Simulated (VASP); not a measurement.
Crystal: Pt.

```
Pt
1.0
     2.76067    0.00000    0.00000
    -1.38033    2.39081    0.00000
     0.00000    0.00000    4.79213
Pt
2
Direct
  0.33333 0.66667 0.25000
  0.66667 0.33333 0.75000
```

This isn't the form of Pt at room conditions, which is fcc.

```yaml
Program: VASP 6.6.1
Task: relaxation of cell and atoms
Functional: LDA
Potentials_or_basis: VASP PAW LDA potentials, release 64 (Pt)
Cutoff: 600 eV
k_mesh: 10 × 10 × 6
Occupations: fermi-dirac, width 0.05 eV
Spin: no spin polarisation
```

At the start: pressure -15.0 GPa; volume 15.81 Å³/atom.

**Question.** How do energy, volume and symmetry change on relaxing?

**Answer.** Over 7 steps the energy falls by 44.6 meV/atom and the volume is 14.91 Å³/atom (-5.7 %); space group P6_3/mmc (No. 194, to 0.05 Å).

The path:
```tsv
step	energy change (eV)	largest force (eV/Å)	pressure (GPa)	volume (Å³)
1	0.0000	0.0000	-14.96	31.63
2	0.8121	0.0000	75.71	25.34
3	-0.0882	0.0000	-1.18	29.95
4	-0.0886	0.0000	-0.24	29.87
5	-0.0886	0.0000	0.10	29.83
6	-0.0893	0.0000	0.14	29.82
7	-0.0893	0.0000	0.15	29.81
```

Final structure:
```yaml
crystal:
  lattice:
    - [2.71244, 0.00000, 0.00000]
    - [-1.35622, 2.34904, 0.00000]
    - [0.00000, 0.00000, 4.67881]
  atoms:
    - { symbol: Pt, position: [0.33333, 0.66667, 0.25000] }
    - { symbol: Pt, position: [0.66667, 0.33333, 0.75000] }
```
